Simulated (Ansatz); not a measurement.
The system is PbO2.

```
Pb O
1.0
     0.00000    2.70199    2.70199
     2.70199    0.00000    2.70199
     2.70199    2.70199    0.00000
Pb O
1 2
Direct
  0.00000 0.00000 0.00000
  0.75000 0.75000 0.75000
  0.25000 0.25000 0.25000
```

The cell comes from a database or a generator and needn't be the stable form of this composition.

Base run:

- Program: Ansatz 0.2.0
- Functional: LDA
- Potentials or basis: Ansatz PAW
- Cutoff: 420 eV
- Density cutoff: 1680 eV
- k mesh: 9 × 9 × 9
- Occupations: fermi-dirac, width 0.05 eV
- Spin: no spin polarisation

Its results: band gap on the k mesh none (metal or under the smearing width); pressure -10.0 GPa.

After a change of settings the same cell gave: band gap on the k mesh none (metal or under the smearing width); pressure -6.7 GPa. Which change was it?
A. functional from LDA to r2SCAN; cutoff from 420 eV to 500 eV; density cutoff from 1680 eV to 2000 eV
B. functional from LDA to PBEsol
C. functional from LDA to BLYP
D. occupations from fermi-dirac, width 0.05 eV to tetrahedron

A.

Caveats: the PAW data sets come from PBE, with cores solved anew for the run's functional, which leaves a small shift of forces and pressure.

Not every run made on this cell is shown here.
